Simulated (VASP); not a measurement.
# BN in VASP: one cell, several levels of theory, part 2 of 2

VASP 6.6.1, plane waves, PAW. The steps go on from the part before.

**3. r2SCAN**

The input, INCAR:

```
ENCUT = 520.000000
SIGMA = 0.010000
EDIFF = 1.00e-07
ALGO = Normal
METAGGA = R2SCAN
PREC = Accurate
IBRION = -1
ISIF = 2
ISMEAR = 0
NBANDS = 16
NELM = 120
NSW = 0
LASPH = .TRUE.
LCHARG = .TRUE.
LELF = .TRUE.
LWAVE = .FALSE.
LREAL = .FALSE.
```

The input, KPOINTS:

```
KPOINTS created by Atomic Simulation Environment
0
Gamma
12 12 6
0 0 0
```

The input, KPOINTS_OPT:

```
special points
8
Reciprocal
0.0000000000 0.0000000000 0.0000000000 1
0.5000000000 0.0000000000 0.0000000000 1
0.3333333333 0.3333333333 0.0000000000 1
0.0000000000 0.0000000000 0.5000000000 1
0.5000000000 0.0000000000 0.5000000000 1
0.3333333333 0.3333333333 0.5000000000 1
0.1000000000 0.0000000000 0.0000000000 1
0.3307290000 0.3333330000 0.0000000000 1
```

The input, POSCAR:

```
B  N
 1.0000000000000000
     2.5821092527000000    0.0000000000293005    0.0000000000000000
    -1.2910546263750000    2.2031253281853500    0.0000000000000000
     0.0000000000000000    0.0000000000000000    4.2078153384999997
 B   N
   2   2
Cartesian
 -0.0000000000166780  1.4697206491773263  0.0007465638077173
  1.2910546263416778  0.7334046790373242  2.1046542330577171
 -0.0000000000166361  1.4660538675610773  1.5771841881297826
  1.2910546263416358  0.7370714606535732  3.6810918573797822
```

Run with:

```console
$ mpirun -np 1 vasp_std
```

Standard output, without the iteration lines:

```text
POSCAR found type information on POSCAR B N
 POSCAR found :  2 types and       4 ions
 -----------------------------------------------------------------------------
|                                                                             |
|                                                                             |
|     You enforced a specific xc type in the INCAR file but a different       |
|     I HOPE YOU KNOW WHAT YOU ARE DOING!                                     |
|                                                                             |
 -----------------------------------------------------------------------------

 LDA part: xc-table for (None), standard interpolation
 POSCAR, INCAR and KPOINTS ok, starting setup
 FFT: planning ... GRIDC
 FFT: planning ... GRID_SOFT
 FFT: planning ... GRID
 WAVECAR not read
 entering main loop
 Start KPOINTS_OPT (optional k-point list driver)
k-point batch [1-8\8]
```

OSZICAR:

```text
N       E                     dE             d eps       ncg     rms          rms(c)
DAV:   1     0.317354546859E+02    0.31735E+02   -0.85977E+03  5528   0.100E+03
DAV:   2    -0.424241130361E+02   -0.74160E+02   -0.69310E+02  7944   0.235E+02
DAV:   3    -0.447319118635E+02   -0.23078E+01   -0.23022E+01  6344   0.377E+01
DAV:   4    -0.447376372783E+02   -0.57254E-02   -0.57251E-02  6776   0.216E+00
DAV:   5    -0.447376531959E+02   -0.15918E-04   -0.15918E-04  6200   0.105E-01    0.926E+00
DAV:   6    -0.382541969730E+02    0.64835E+01   -0.16723E+00  6824   0.109E+01    0.494E+00
DAV:   7    -0.382551878566E+02   -0.99088E-03   -0.52165E-01  7208   0.566E+00    0.260E+00
DAV:   8    -0.382564503243E+02   -0.12625E-02   -0.33632E-02  6728   0.184E+00    0.326E-01
DAV:   9    -0.382536769261E+02    0.27734E-02   -0.44657E-03  6976   0.861E-01    0.101E-01
DAV:  10    -0.382538485439E+02   -0.17162E-03   -0.77466E-04  5856   0.231E-01    0.817E-02
DAV:  11    -0.382538142413E+02    0.34303E-04   -0.71590E-05  5816   0.914E-02    0.156E-02
DAV:  12    -0.382538165667E+02   -0.23254E-05   -0.14075E-05  6984   0.345E-02    0.433E-03
DAV:  13    -0.382538173873E+02   -0.82053E-06   -0.25430E-07  6048   0.457E-03    0.267E-03
DAV:  14    -0.382538174024E+02   -0.15109E-07   -0.23283E-08  2760   0.190E-03
   1 F= -.38253817E+02 E0= -.38253817E+02  d E =-.805366E-76
       N       E                     dE             ncg
DAV:   1     0.343746661105E+04   -0.40359E+04      256
DAV:   2     0.289255055971E+04   -0.54492E+03      376
DAV:   3     0.287710218409E+04   -0.15448E+02      264
DAV:   4     0.287707103650E+04   -0.31148E-01      336
DAV:   5     0.287707093954E+04   -0.96962E-04      264
DAV:   6     0.287707093904E+04   -0.50060E-06      336
DAV:   7     0.287707093904E+04   -0.29636E-08      200
```

OUTCAR, selected sections:

```text
k-points           NKPTS =    172   k-points in BZ     NKDIM =    172   number of bands    NBANDS=     16

   NELECT =      16.0000    total number of electrons

   dimension x,y,z NGX =    20 NGY =   20 NGZ =   32
   dimension x,y,z NGXF=    40 NGYF=   40 NGZF=   64

  energy-cutoff  :      520.00
  volume of cell :       23.94
      direct lattice vectors                 reciprocal lattice vectors
     2.582109253  0.000000000  0.000000000     0.387280282  0.226950321  0.000000000
    -1.291054626  2.203125328  0.000000000    -0.000000000  0.453900642  0.000000000
     0.000000000  0.000000000  4.207815338     0.000000000  0.000000000  0.237653015

 k-points in reciprocal lattice and weights: KPOINTS created by Atomic Simulation Env
   0.00000000  0.00000000  0.00000000       0.001
   0.08333333  0.00000000  0.00000000       0.005
   0.16666667 -0.00000000  0.00000000       0.005
   0.25000000  0.00000000  0.00000000       0.005
   0.33333333  0.00000000  0.00000000       0.005
   0.41666667  0.00000000  0.00000000       0.005
   0.50000000  0.00000000  0.00000000       0.002
  -0.00000000  0.08333333  0.00000000       0.002
[... 164 more k-points ...]

 E-fermi :   7.4119

 k-point     1 :       0.0000    0.0000    0.0000
  band No.  band energies     occupation
      1     -14.0761      2.00000
      2      -9.8394      2.00000
      3      -3.9309      2.00000
      4       4.9384      2.00000
      5       5.0639      2.00000
      6       6.9964      2.00000
      7       7.1863      2.00000
      8       7.2841      2.00000
      9      16.0650      0.00000
     10      16.2180      0.00000
     11      16.7053      0.00000
     12      17.1936      0.00000
     13      18.4258      0.00000
     14      19.7801      0.00000
     15      20.0302      0.00000
     16      24.5772      0.00000

 k-point     2 :       0.0833    0.0000    0.0000
  band No.  band energies     occupation
      1     -13.9234      2.00000
      2      -9.7247      2.00000
      3      -3.7793      2.00000
      4       4.2454      2.00000
      5       4.7545      2.00000
      6       6.6081      2.00000
      7       6.8407      2.00000
      8       7.1088      2.00000
      9      15.9500      0.00000
     10      16.5064      0.00000
     11      16.9263      0.00000
     12      17.6608      0.00000
     13      18.9841      0.00000
     14      19.8846      0.00000
     15      20.4293      0.00000
     16      24.3020      0.00000

 k-point     3 :       0.1667   -0.0000    0.0000
  band No.  band energies     occupation
      1     -13.4707      2.00000
      2      -9.3979      2.00000
      3      -3.3307      2.00000
      4       2.5298      2.00000
      5       4.0888      2.00000
      6       5.1433      2.00000
      7       6.3616      2.00000
      8       6.6852      2.00000
      9      15.5707      0.00000
     10      17.2397      0.00000
     11      17.3036      0.00000
     12      18.7269      0.00000
     13      19.6154      0.00000
     14      20.7724      0.00000
     15      21.6210      0.00000
     16      23.4798      0.00000

 k-point     4 :       0.2500    0.0000    0.0000
  band No.  band energies     occupation
      1     -12.7376      2.00000
      2      -8.9267      2.00000
      3      -2.6070      2.00000
      4       0.5173      2.00000
      5       3.3155      2.00000
      6       3.3450      2.00000
      7       5.5772      2.00000
      8       6.1370      2.00000
      9      15.1479      0.00000
     10      17.3977      0.00000
     11      17.9818      0.00000
     12      19.0025      0.00000
     13      20.1969      0.00000
     14      22.0932      0.00000
     15      23.1366      0.00000
     16      23.4945      0.00000

 k-point     5 :       0.3333    0.0000    0.0000
  band No.  band energies     occupation
      1     -11.7710      2.00000
      2      -8.4832      2.00000
      3      -1.6630      2.00000
      4      -1.2609      2.00000
      5       1.5053      2.00000
      6       2.7139      2.00000
      7       4.5283      2.00000
      8       5.6336      2.00000
      9      14.8078      0.00000
     10      16.8008      0.00000
     11      18.4058      0.00000
     12      19.5401      0.00000
     13      19.8999      0.00000
     14      23.4126      0.00000
     15      24.0103      0.00000
     16      24.6539      0.00000

 k-point     6 :       0.4167    0.0000    0.0000
  band No.  band energies     occupation
      1     -10.6971      2.00000
      2      -8.3998      2.00000
      3      -2.3248      2.00000
      4      -0.6907      2.00000
      5       0.0665      2.00000
      6       2.3035      2.00000
      7       3.3918      2.00000
      8       5.2914      2.00000
      9      14.6048      0.00000
     10      16.1418      0.00000
     11      18.5392      0.00000
     12      19.5139      0.00000
     13      20.4888      0.00000
     14      23.2854      0.00000
     15      24.3837      0.00000
     16      25.7658      0.00000

 k-point     7 :       0.5000    0.0000    0.0000
  band No.  band energies     occupation
      1     -10.0330      2.00000
      2      -8.6428      2.00000
      3      -2.5568      2.00000
      4      -0.7679      2.00000
      5       0.0633      2.00000
      6       2.1598      2.00000
      7       2.7572      2.00000
      8       5.1713      2.00000
      9      14.5414      0.00000
     10      15.8851      0.00000
     11      18.5587      0.00000
     12      19.4093      0.00000
     13      21.0831      0.00000
     14      22.7043      0.00000
     15      24.7230      0.00000
     16      26.1727      0.00000

 k-point     8 :      -0.0000    0.0833    0.0000
  band No.  band energies     occupation
      1     -13.9195      2.00000
      2      -9.7206      2.00000
      3      -3.7758      2.00000
      4       4.3619      2.00000
      5       4.6377      2.00000
      6       6.6834      2.00000
      7       6.8509      2.00000
      8       7.0214      2.00000
      9      15.9017      0.00000
     10      16.3860      0.00000
     11      16.9286      0.00000
     12      17.7462      0.00000
     13      18.9016      0.00000
     14      20.1616      0.00000
     15      20.2569      0.00000
     16      24.3133      0.00000

[... the tables of k-points 9 to 172 left out ...]

  Total       -1.9259218     -0.1299287      0.0288525     -0.0000000      0.0000000      0.0000000
  in kB     -128.9076645     -8.6965165      1.9311853     -0.0000000      0.0000000      0.0000000
  external PRESSURE =     -45.2243319 kB  Pullay stress =       0.0000000 kB

 POSITION                                       TOTAL-FORCE (eV/Angst)
 -----------------------------------------------------------------------------------
     -0.00000      1.46972      0.00075         0.000000     -0.002769      0.001069
      1.29105      0.73340      2.10465        -0.000000      0.002769      0.001069
     -0.00000      1.46605      1.57718         0.000000     -0.002719     -0.001069
      1.29105      0.73707      3.68109        -0.000000      0.002719     -0.001069
 -----------------------------------------------------------------------------------
    total drift:                                0.000000     -0.000000     -0.002354

  FREE ENERGIE OF THE ION-ELECTRON SYSTEM (eV)
  ---------------------------------------------------
  free  energy   TOTEN  =       -38.2538174024 eV

  energy  without entropy=      -38.2538174024  energy(sigma->0) =      -38.25381740
```

Hardware: 1 MPI rank of Intel Xeon Platinum 8488C, shared host.

The levels at the points of KPOINTS_OPT are read from vasprun.xml.

Near the gap, in eV above the top of the last filled band v; c is the band after it:

```csv
point,v−1,v,c,c+1
Γ,-0.10,0.00,8.78,8.93
M,-4.53,-2.11,7.26,8.60
K,-5.58,-5.53,5.72,14.35
A,-1.23,-1.23,9.87,9.87
L,-3.69,-3.69,7.18,7.18
H,-3.11,-3.11,9.97,9.97
```

r2SCAN gives an indirect gap of 5.72 eV, from Γ to (0.33, 0.33, 0.00); the least direct gap is 8.78 eV. The pressure is -4.52 GPa; the forces vanish within 0.01 eV/Å.

**4. Summary**

This closing draws on all 2 parts.

```
 level  gap (eV)  pressure (GPa)  Ansatz: gap (eV)  Ansatz: pressure (GPa)
   PBE      5.19           -0.65              5.21                   -0.88
r2SCAN      5.72           -4.52              5.75                   -5.59
```

The gap spans 5.19 eV (PBE) to 5.72 eV (r2SCAN). At this one volume the pressure spans -4.5 GPa (r2SCAN) to -0.7 GPa (PBE): PBE wants the largest cell and r2SCAN the smallest. The two programs agree on the gap within 0.04 eV, far less than the spread between functionals. The two codes have different PAW datasets and cutoffs.
